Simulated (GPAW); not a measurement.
Runs of GPAW 26.7.0 on Ti. The structure is hexagonal, space group P6_3/mmc (No. 194). The conventional cell has a = 2.950 Å, b = 2.950 Å, c = 4.680 Å, α = 90.00°, β = 90.00°, γ = 120.00°. Around Ti (site symmetry -6m2) lie 12 Ti at 2.89 to 2.95 Å. 

```tsv
task	level	potentials or basis	cell	band path	band points	optimizer	fmax	max steps	gap on the mesh (eV)	pressure (GPa)	relaxed volume (Å³/atom)
band structure	LDA	the program's PAW data sets (release 1.2.1) made for this functional, pw	as given	GMKGALHA,LM,KH	60	-	-	-	-	-10.2	-
relaxation of cell and atoms	AM05+D4	PAW data sets generated in the run's folder for this functional, pw	relaxed	-	-	FIRE	0.02 eV/Å	100	none	-0.1	(a)
relaxation of cell and atoms	PW91	PAW data sets generated in the run's folder for this functional, pw	relaxed to 5 GPa	-	-	FIRE	0.01 eV/Å	100	none	5.0	-
relaxation of cell and atoms	r2SCAN+D3(BJ)	GPAW PAW data sets (gpaw-data 1.2.1), pw	relaxed	-	-	FIRE	0.05 eV/Å	60	none	-0.1	16.90
```

Alike in all rows: no spin polarisation; k mesh 7 × 7 × 4; cutoff (eV) 600; smearing fermi-dirac 0.05 eV.

Estimate the missing entries.

(a) 16.58.

Caveats: later steps reuse the first step's grids (some runs); pairwise dispersion overbinds metals, which lowers pressure and volume (some runs); the PAW data sets were made with another functional, which shifts forces and pressure a little (some runs).

A gap of «none» marks a metal or a gap under the smearing width.

Runs at the PBE level aren't shown here.
